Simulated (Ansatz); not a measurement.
# The perfect armchair graphene nanoribbon (N = 12, H edges), part 3 of 4

Wanted: the relaxed geometry and the bands of the armchair graphene nanoribbon (N = 12, H edges).

Ansatz 0.2.0; DFT PBE, plane waves, PAW; relaxation of a wire's period (the session's first sound run).

So far, band gap (eV): step 3 (the perfect wire, PBE) 0.607; step 4 (LDA PBE, k-mesh 1×1×14) 0.600; step 5 (PBEsol PBE, k-mesh 1×1×14) 0.605; step 6 (r2SCAN PBE, cutoff 500 eV, k-mesh 1×1×14) 0.653.

## (8) Strain along the wire, period over the relaxed period 0.94

This step: DFT PBE, plane waves, PAW; relaxation at a fixed period (Ansatz 0.2.0).

The period is set to 0.94 times the relaxed one and the atoms relax within it: strain changes bond lengths and angles, which shifts the bands against each other. Against the first PBE run of this kind, the mesh along the wire has 15 points against 19.

The cell differs from the one that the last finished run ended in (c 4.290 → 4.033 Å).

Input file input.yaml:

```yaml
crystal:
  lattice:
    - [22.381, 0.0, 0.0]
    - [0.0, 7.0, 0.0]
    - [0.0, 0.0, 4.0327112445]
  atoms:
    - { symbol: C, position: [0.198434903, 0.5, 0.006819974] }
    - { symbol: C, position: [0.307158798, 0.5, 0.99996511] }
    - { symbol: C, position: [0.417438333, 0.5, 0.99950343] }
    - { symbol: C, position: [0.52760606, 0.5, 0.000246109] }
    - { symbol: C, position: [0.637501098, 0.5, 0.000604815] }
    - { symbol: C, position: [0.747798851, 0.5, 0.998692931] }
    - { symbol: C, position: [0.198434903, 0.5, 0.326513359] }
    - { symbol: C, position: [0.307158798, 0.5, 0.333368223] }
    - { symbol: C, position: [0.417438333, 0.5, 0.333829903] }
    - { symbol: C, position: [0.52760606, 0.5, 0.333087225] }
    - { symbol: C, position: [0.637501098, 0.5, 0.332728518] }
    - { symbol: C, position: [0.747798851, 0.5, 0.334640403] }
    - { symbol: H, position: [0.844352421, 0.5, 0.386774332] }
    - { symbol: H, position: [0.155647579, 0.5, 0.446559001] }
    - { symbol: C, position: [0.252201149, 0.5, 0.498692931] }
    - { symbol: C, position: [0.362498902, 0.5, 0.500604815] }
    - { symbol: C, position: [0.47239394, 0.5, 0.500246109] }
    - { symbol: C, position: [0.582561667, 0.5, 0.49950343] }
    - { symbol: C, position: [0.692841202, 0.5, 0.49996511] }
    - { symbol: C, position: [0.801565097, 0.5, 0.506819974] }
    - { symbol: C, position: [0.252201149, 0.5, 0.834640403] }
    - { symbol: C, position: [0.362498902, 0.5, 0.832728518] }
    - { symbol: C, position: [0.47239394, 0.5, 0.833087225] }
    - { symbol: C, position: [0.582561667, 0.5, 0.833829903] }
    - { symbol: C, position: [0.692841202, 0.5, 0.833368223] }
    - { symbol: C, position: [0.801565097, 0.5, 0.826513359] }
    - { symbol: H, position: [0.155647579, 0.5, 0.886774332] }
    - { symbol: H, position: [0.844352421, 0.5, 0.946559001] }
kpoints:
  mp_grid: { grid: [1, 1, 15] }
  band_path: { path: ["Γ", Z], npoints: 50 }
scf:
  occupations: { method: fermi_dirac, width: 0.05 }
hamiltonian:
  xc: pbe
relax:
  max_steps: 40
  f_tol: 0.02
output:
  stress: true
```

Command:

```console
> ansatz run input.yaml --threads 8 --pin off --max-ram 16384MiB --backend cpu --events-out ev --progress --plain --runs-dir out
```

Numbers of over 12 decimals in the logs are rounded to 6 here.

The log of the run:

```text
Warning: output.stress: scf.convergence.dr2_threshold = 1e-7 eV (the SCF's general default) is looser than the 2.8e-9 eV advised for a printed stress (1e-10 eV for each atom of the cell: 28). What an SCF threshold leaves in a stress goes as its square root, and in the free energy as the threshold itself, and one threshold admits the most on a small cell: [figures from the program's tests cut] Every solve of this run  [...]
[...]
Crystal: 28 atoms, lattice volume = 631.793 Å³
Basis set: ecut = 420 eV, 12381 PW (Γ), exchange–correlation on 300×96×54 points (8 copies of the dense FFT grid, shifted against one another)
Bands: 78, of which v1, the nominal top of the filled ones, is band 50 counted from 1 (49 counted from 0)
Symmetry: 8 space group operations
[...]
k-points: 8 of 15
[...]
SCF iter   1: F=—  HF=-6082.885828 eV  |F-HF|=—  |Δ(HF+E_count)|=         —  Δρ=2.44e-3  dr2=9.86e-2  ethr=1.77e-3  ⟨swp⟩=10.4  Hψ=3844  notcnv=0  defer=119
[...]
SCF iter   6: F=-6082.872666 eV  HF=-6082.872660 eV  |F-HF|=5.95e-6  |Δ(HF+E_count)|=   2.82e-5  Δρ=1.69e-5  dr2=3.00e-6  ethr=1.00e-8  ⟨swp⟩=5.0  Hψ=2096  notcnv=0
SCF 1 converged in 6 iterations: F = -6082.872666 eV  dr2 = 3.00e-6
[...]
relax step   1: F+E_penalty+E_count = -6082.87266556 eV  Δ(F+E_penalty+E_count) = +0.000e0 eV  max|allowed force component| = 2.766e0 eV/Å  Δτ_max = 0.0000 Å  (6 SCF iters, dr2 threshold 1.00e-5 eV, accepted)
[...]
SCF iter   6: F=-6083.249932 eV  HF=-6083.249934 eV  |F-HF|=1.88e-6  |Δ(HF+E_count)|=   1.70e-5  Δρ=2.22e-5  dr2=3.19e-6  ethr=9.25e-8  ⟨swp⟩=4.0  Hψ=1681  notcnv=0
SCF 2 converged in 6 iterations: F = -6083.249932 eV  dr2 = 3.19e-6
[...]
relax step   2: F+E_penalty+E_count = -6083.24993222 eV  Δ(F+E_penalty+E_count) = -3.773e-1 eV  max|allowed force component| = 6.796e-1 eV/Å  Δτ_max = 0.0804 Å  (6 SCF iters, dr2 threshold 1.00e-4 eV, accepted)
SCF iter   1: F=—  HF=-6083.323894 eV  |F-HF|=—  |Δ(HF+E_count)|=         —  Δρ=5.04e-3  dr2=7.79e-2  ethr=8.73e-4  ⟨swp⟩=3.9  Hψ=1327  notcnv=0  defer=167
[...]
SCF iter   5: F=-6083.302933 eV  HF=-6083.302952 eV  |F-HF|=1.93e-5  |Δ(HF+E_count)|=   1.43e-5  Δρ=4.31e-5  dr2=2.24e-5  ethr=2.89e-8  ⟨swp⟩=5.0  Hψ=2077  notcnv=0
SCF 3 converged in 5 iterations: F = -6083.302933 eV  dr2 = 2.24e-5
[...]
relax step   3: F+E_penalty+E_count = -6083.30293290 eV  Δ(F+E_penalty+E_count) = -5.300e-2 eV  max|allowed force component| = 1.285e-1 eV/Å  Δτ_max = 0.0373 Å  (5 SCF iters, dr2 threshold 2.89e-5 eV, accepted)
[...]
relax step   4: F+E_penalty+E_count = -6083.30374009 eV  Δ(F+E_penalty+E_count) = -8.072e-4 eV  max|allowed force component| = 4.649e-2 eV/Å  Δτ_max = 0.0060 Å  (5 SCF iters, dr2 threshold 1.03e-6 eV, accepted)
SCF iter   1: F=—  HF=-6083.303514 eV  |F-HF|=—  |Δ(HF+E_count)|=         —  Δρ=1.28e-4  dr2=5.46e-5  ethr=5.30e-7  ⟨swp⟩=2.0  Hψ=1092  notcnv=0  defer=164
[...]
SCF iter   5: F=-6083.303888 eV  HF=-6083.303888 eV  |F-HF|=4.58e-10  |Δ(HF+E_count)|=   4.50e-8  Δρ=7.29e-7  dr2=2.58e-9  ethr=1.00e-10  ⟨swp⟩=4.1  Hψ=1786  notcnv=0
SCF 5 converged in 5 iterations: F = -6083.303888 eV  dr2 = 2.58e-9
relax step   5: F+E_penalty+E_count = -6083.30388802 eV  Δ(F+E_penalty+E_count) = -1.479e-4 eV  max|allowed force component| = 7.050e-3 eV/Å  Δτ_max = 0.0015 Å  (5 SCF iters, accepted)
[...]
the band table was solved once a step of the walk had ended and its energy, with any forces and stress, was formed, with the checks that follow a solve (4595 applications of the Hamiltonian). They found nothing against the state; the energy, forces and stress were not computed again (output.eigenvalues in the input reference)
[...]
SCF converged after 5 iterations
Free energy (F): -6083.303888 eV
[...]
Internal energy: -6083.297008 eV  (E = F + TS)
E sigma→0 (E₀):  -6083.300448 eV
Entropy (-TS):   -0.006880 eV (-0.246 meV/atom)
Fermi energy:    0.064029 eV
[...]
--- Forces (eV/Å), atoms counted from 1 ---
  atom   1  C      0.00421310     0.00000000    -0.00338600
  atom   2  C     -0.00346199     0.00000000     0.00255252
  atom   3  C     -0.00041400     0.00000000    -0.00205826
  atom   4  C      0.00115359     0.00000000     0.00001012
  atom   5  C     -0.00183013     0.00000000    -0.00101340
  atom   6  C      0.00058252    -0.00000000    -0.00704989
  atom   7  C      0.00421310    -0.00000000     0.00338600
  atom   8  C     -0.00346199     0.00000000    -0.00255252
  atom   9  C     -0.00041400     0.00000000     0.00205826
  atom  10  C      0.00115359     0.00000000    -0.00001012
  atom  11  C     -0.00183013     0.00000000     0.00101340
  atom  12  C      0.00058252     0.00000000     0.00704989
  atom  13  H      0.00114666     0.00000000    -0.00105566
  atom  14  H     -0.00114666     0.00000000     0.00105566
  atom  15  C     -0.00058252    -0.00000000    -0.00704989
  atom  16  C      0.00183013     0.00000000    -0.00101340
  atom  17  C     -0.00115359     0.00000000     0.00001012
  atom  18  C      0.00041400     0.00000000    -0.00205826
  atom  19  C      0.00346199     0.00000000     0.00255252
  atom  20  C     -0.00421310    -0.00000000    -0.00338600
  atom  21  C     -0.00058252     0.00000000     0.00704989
  atom  22  C      0.00183013     0.00000000     0.00101340
  atom  23  C     -0.00115359    -0.00000000    -0.00001012
  atom  24  C      0.00041400     0.00000000     0.00205826
  atom  25  C      0.00346199     0.00000000    -0.00255252
  atom  26  C     -0.00421310     0.00000000     0.00338600
  atom  27  H     -0.00114666     0.00000000    -0.00105566
  atom  28  H      0.00114666     0.00000000     0.00105566
  max |Σ_I F_I| component: 1.30e-18 eV/Å
--- Stress (GPa, compression-positive) ---
       -0.006080       0.000000       0.000000
        0.000000       0.121733       0.000000
        0.000000       0.000000      20.695270
  P = ⅓ Tr σ = 6.9370 GPa (69.370 kbar)
--- Band table (eV; the first three rows and the last of 8) ---
  k-point 0: bands = [... 46 lower, -1.3957, -1.2484, -0.7659, -0.0018, 0.1299, 0.9837, 1.2582, 1.5729, ... 24 higher]
  k-point 1: bands = [... 46 lower, -1.6302, -1.3044, -1.0578, -0.5458, 0.6520, 1.2684, 1.2815, 1.8306, ... 24 higher]
  k-point 2: bands = [... 46 lower, -2.1747, -1.6574, -1.4663, -1.1632, 1.2089, 1.3234, 1.8802, 2.3395, ... 24 higher]
  k-point 7: bands = [... 46 lower, -3.6519, -3.2773, -2.9172, -2.7488, 1.7504, 1.9368, 2.5443, 2.9717, ... 24 higher]
--- Relaxed structure (5 steps of the walk, 5 accepted, 0 SCFs on fresh bases) ---
  F+E_penalty+E_count = -6083.30388802 eV   max|allowed force component| = 7.050e-3 eV/Å
  atoms:
    - { symbol: C, position: [0.193730, 0.5, 0.00118108] }
    - { symbol: C, position: [0.304631, 0.5, 0.997041] }
    - { symbol: C, position: [0.416365, 0.5, 0.997578] }
    - { symbol: C, position: [0.527896, 0.5, -0.00255275] }
    - { symbol: C, position: [0.639446, 0.5, -0.00210885] }
    - { symbol: C, position: [0.750989, 0.5, 0.996429] }
    - { symbol: C, position: [0.193730, 0.5, 0.332152] }
    - { symbol: C, position: [0.304631, 0.5, 0.336293] }
    - { symbol: C, position: [0.416365, 0.5, 0.335755] }
    - { symbol: C, position: [0.527896, 0.5, 0.335886] }
    - { symbol: C, position: [0.639446, 0.5, 0.335442] }
    - { symbol: C, position: [0.750989, 0.5, 0.336904] }
    - { symbol: H, position: [0.848396, 0.5, 0.370533] }
    - { symbol: H, position: [0.151604, 0.5, 0.462800] }
    - { symbol: C, position: [0.249011, 0.5, 0.496429] }
    - { symbol: C, position: [0.360554, 0.5, 0.497891] }
    - { symbol: C, position: [0.472104, 0.5, 0.497447] }
    - { symbol: C, position: [0.583635, 0.5, 0.497578] }
    - { symbol: C, position: [0.695369, 0.5, 0.497041] }
    - { symbol: C, position: [0.806270, 0.5, 0.501181] }
    - { symbol: C, position: [0.249011, 0.5, 0.836904] }
    - { symbol: C, position: [0.360554, 0.5, 0.835442] }
    - { symbol: C, position: [0.472104, 0.5, 0.835886] }
    - { symbol: C, position: [0.583635, 0.5, 0.835755] }
    - { symbol: C, position: [0.695369, 0.5, 0.836293] }
    - { symbol: C, position: [0.806270, 0.5, 0.832152] }
    - { symbol: H, position: [0.151604, 0.5, 0.870533] }
    - { symbol: H, position: [0.848396, 0.5, 0.962800] }
```

It took 35 s on 8 threads of Arm Neoverse V1, shared host; peak memory 2.8 GiB.

Relaxation path:

```csv
step,energy less that of the first step (eV),largest force component (eV/Å)
1,0.0000,2.7664
2,-0.3773,0.6796
3,-0.4303,0.1285
4,-0.4311,0.0465
5,-0.4312,0.0070
```

Forces are held to the 8 operations that the run works with; a distortion that breaks them can't arise in this run.

The atoms that moved most (Å):

```csv
atom,dx,dy,dz,length
H28,0.091,0.000,0.065,0.112
H14,-0.091,0.000,0.065,0.112
H13,0.091,0.000,-0.065,0.112
H27,-0.091,0.000,-0.065,0.112
C7,-0.105,0.000,0.023,0.108
C26,0.105,0.000,0.023,0.108
C1,-0.105,0.000,-0.023,0.108
C20,0.105,0.000,-0.023,0.108
```

Final coordinates:

```cif
data_structure
_symmetry_space_group_name_H-M 'P 1'
_symmetry_Int_Tables_number 1
_cell_length_a 22.3810
_cell_length_b 7.0000
_cell_length_c 4.0327
_cell_angle_alpha 90.000
_cell_angle_beta 90.000
_cell_angle_gamma 90.000
_cell_volume 631.79
loop_
_atom_site_label
_atom_site_type_symbol
_atom_site_fract_x
_atom_site_fract_y
_atom_site_fract_z
_atom_site_occupancy
C1 C 0.19373 0.50000 0.00118 1
C2 C 0.30463 0.50000 0.99704 1
C3 C 0.41637 0.50000 0.99758 1
C4 C 0.52790 0.50000 0.99745 1
C5 C 0.63945 0.50000 0.99789 1
C6 C 0.75099 0.50000 0.99643 1
C7 C 0.19373 0.50000 0.33215 1
C8 C 0.30463 0.50000 0.33629 1
C9 C 0.41637 0.50000 0.33575 1
C10 C 0.52790 0.50000 0.33589 1
C11 C 0.63945 0.50000 0.33544 1
C12 C 0.75099 0.50000 0.33690 1
H13 H 0.84840 0.50000 0.37053 1
H14 H 0.15160 0.50000 0.46280 1
C15 C 0.24901 0.50000 0.49643 1
C16 C 0.36055 0.50000 0.49789 1
C17 C 0.47210 0.50000 0.49745 1
C18 C 0.58363 0.50000 0.49758 1
C19 C 0.69537 0.50000 0.49704 1
C20 C 0.80627 0.50000 0.50118 1
C21 C 0.24901 0.50000 0.83690 1
C22 C 0.36055 0.50000 0.83544 1
C23 C 0.47210 0.50000 0.83589 1
C24 C 0.58363 0.50000 0.83575 1
C25 C 0.69537 0.50000 0.83629 1
C26 C 0.80627 0.50000 0.83215 1
H27 H 0.15160 0.50000 0.87053 1
H28 H 0.84840 0.50000 0.96280 1
```

Numbers from this step:

- energy at zero smearing: -6083.3004 eV
- band gap: 0.1316 eV

The electronic bands at the labelled points (eV, zero at the Fermi level):

```csv
point,band 47,band 48,band 49,band 50,band 51,band 52,band 53,band 54
Γ,-1.46,-1.31,-0.83,-0.07,0.07,0.92,1.19,1.51
halfway,-2.88,-2.59,-2.30,-2.04,1.49,1.88,2.07,2.89
Z,-3.53,-3.53,-2.89,-2.89,1.77,1.77,2.69,2.69
```

The gap is 0.132 eV, against 0.607 eV under PBE at the relaxed period.

## (9) At a strained period, period over the relaxed period 0.97

The period is set to 0.97 times the relaxed one and the atoms relax within it: strain changes bond lengths and angles, which shifts the bands against each other. Against the first PBE run of this kind, the mesh along the wire has 15 points against 19.

The cell differs from the one that the last finished run ended in (c 4.033 → 4.161 Å).

Edit input.yaml of step 8 so:

```diff
@@ -4,3 +4,3 @@
     - [0.0, 7.0, 0.0]
-    - [0.0, 0.0, 4.0327112445]
+    - [0.0, 0.0, 4.1614147949]
   atoms:
```

The log of the run:

```text
[...]
Crystal: 28 atoms, lattice volume = 651.956 Å³
Basis set: ecut = 420 eV, 12705 PW (Γ), exchange–correlation on 300×96×60 points (8 copies of the dense FFT grid, shifted against one another)
Bands: 78, of which v1, the nominal top of the filled ones, is band 50 counted from 1 (49 counted from 0)
Symmetry: 8 space group operations
[...]
- { symbol: H, position: [0.846030, 0.5, 0.377964] }
    - { symbol: H, position: [0.153970, 0.5, 0.455369] }
[...]
- { symbol: C, position: [0.472249, 0.5, 0.834262] }
    - { symbol: C, position: [0.583025, 0.5, 0.834746] }
    - { symbol: C, position: [0.693941, 0.5, 0.834554] }
    - { symbol: C, position: [0.803629, 0.5, 0.829428] }
    - { symbol: H, position: [0.153970, 0.5, 0.877964] }
    - { symbol: H, position: [0.846030, 0.5, 0.955369] }
[key lines of the parts left out:]
SCF converged after 5 iterations
Free energy (F): -6085.211037 eV
Fermi energy:    -0.159589 eV
P = ⅓ Tr σ = 3.3043 GPa (33.043 kbar)
```

The job ended after 32 s (8 threads; peak memory 2.8 GiB; 4 min of CPU time).

Step by step:

```csv
step,energy less that of the first step (eV),largest force component (eV/Å)
1,0.0000,1.2127
2,-0.0799,0.3108
3,-0.0905,0.0556
4,-0.0907,0.0060
```

Forces are held to the 8 operations that the run works with; a distortion that breaks them can't arise in this run.

The atoms that moved most (Å):

```csv
atom,dx,dy,dz,length
H28,0.038,0.000,0.037,0.052
H14,-0.038,0.000,0.037,0.052
H13,0.038,0.000,-0.037,0.052
H27,-0.038,0.000,-0.037,0.052
C7,-0.046,0.000,0.012,0.048
C26,0.046,0.000,0.012,0.048
C1,-0.046,0.000,-0.012,0.048
C20,0.046,0.000,-0.012,0.048
```

Final coordinates:

```xyz
28
Lattice="22.3810 0.0000 0.0000 0.0000 7.0000 0.0000 0.0000 0.0000 4.1614" Properties=species:S:1:pos:R:3
C     4.3950    3.5000    0.0163
C     6.8499    3.5000    4.1563
C     9.3323    3.5000    4.1555
C    11.8116    3.5000   -0.0039
C    14.2860    3.5000   -0.0024
C    16.7672    3.5000    4.1514
C     4.3950    3.5000    1.3709
C     6.8499    3.5000    1.3922
C     9.3323    3.5000    1.3930
C    11.8116    3.5000    1.3910
C    14.2860    3.5000    1.3895
C    16.7672    3.5000    1.3971
H    18.9350    3.5000    1.5729
H     3.4460    3.5000    1.8950
C     5.6138    3.5000    2.0707
C     8.0950    3.5000    2.0783
C    10.5694    3.5000    2.0768
C    13.0487    3.5000    2.0748
C    15.5311    3.5000    2.0756
C    17.9860    3.5000    2.0970
C     5.6138    3.5000    3.4778
C     8.0950    3.5000    3.4702
C    10.5694    3.5000    3.4717
C    13.0487    3.5000    3.4737
C    15.5311    3.5000    3.4729
C    17.9860    3.5000    3.4516
H     3.4460    3.5000    3.6536
H    18.9350    3.5000    3.9757
```

Numbers from this step:

```
energy at zero smearing : -6085.2096 eV
band gap                : 0.2811 eV
```

The electronic bands at the labelled points (eV, zero at the Fermi level):

```csv
point,band 47,band 48,band 49,band 50,band 51,band 52,band 53,band 54
Γ,-1.66,-1.07,-1.02,-0.14,0.14,1.01,1.02,1.51
halfway,-2.87,-2.37,-2.23,-1.89,1.52,1.86,2.13,2.97
Z,-3.35,-3.35,-2.69,-2.69,1.85,1.85,2.77,2.77
```

The gap is 0.281 eV, against 0.607 eV under PBE at the relaxed period.

[end of part 3 of 4]

[Logs are printed without paths, hosts, clocks, repeated set-up lines and the standing remarks that a program may print on its own settings, such as how far it seeks lower states.]

[Hosts, paths, dates, database ids (printed as entryN), source tags and the programs' standing remarks are cut or masked in the printed files.]
